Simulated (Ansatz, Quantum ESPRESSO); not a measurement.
## NbAs: programs and potentials compared

```
CELL_PARAMETERS angstrom
-1.72585 1.72585 5.84000
1.72585 -1.72585 5.84000
1.72585 1.72585 -5.84000
ATOMIC_POSITIONS crystal
Nb 0.50000 0.00000 0.50000
Nb 0.75000 0.75000 0.00000
As 0.91600 0.41600 0.50000
As 0.16600 0.16600 0.00000
```

Alike in all runs: task band structure; functional PBEsol; k mesh 11 × 11 × 11; occupations fermi-dirac, width 0.05 eV; no spin polarisation; no spin-orbit coupling. Pressure is positive in compression and, in plane waves, holds the error of the finite cutoff, which Ansatz's Pulay term estimates and takes out.

```csv
program and potentials,plane-wave cutoff (eV),notes,pressure (GPa),largest force (eV/Å)
"Ansatz, Ansatz PAW",420,"potentials made for PBE, which Ansatz adapts in part; 14 valence electrons an atom on average; Pulay term of +0.02 GPa included",-2.34,0.288
"Ansatz, all-electron LAPW, scalar-relativistic",-,-,-2.34,0.288
"Quantum ESPRESSO, GBRV 1.5 PBEsol",612,9 valence electrons an atom on average,-1.95,0.290
```

Force on atom 1 (Nb), eV/Å:

```csv
program and potentials,x,y,z
"Ansatz, Ansatz PAW",0.000,0.000,-0.288
"Ansatz, all-electron LAPW, scalar-relativistic",0.000,0.000,-0.288
"Quantum ESPRESSO, GBRV 1.5 PBEsol",0.000,0.000,-0.290
```

The pressure spans -2.34 (Ansatz, all-electron LAPW, scalar-relativistic) to -1.95 GPa (Quantum ESPRESSO, GBRV 1.5 PBEsol), with all-electron results at -2.34.

Differences between rows come from potentials, basis sets and numerical settings, since the functional is the same but for its coding. Runs on potential files found faulty are left out.

The negative pressure in every row means that PBEsol favours a smaller volume than this cell, so the structure is slightly stretched for this functional. The force on Nb lies wholly along the polar c axis, the only direction in which symmetry leaves the atoms free to move. Nb sits in a trigonal prism of As, and the force drives it away from its two nearer As neighbours towards the four slightly farther ones, which would even out the Nb–As bonds. The close agreement on this force suggests that it belongs to the functional and geometry rather than to the potentials. The pressure is more sensitive: the PAW result matches the all-electron one, while GBRV gives a weaker tension, possibly through its smaller valence space or residual basis error. Residual force and pressure alone don't imply that the polar structure is unstable. Bands computed with these settings could show the nodal lines protected by mirror symmetry, but not the Weyl points into which spin-orbit coupling turns them.
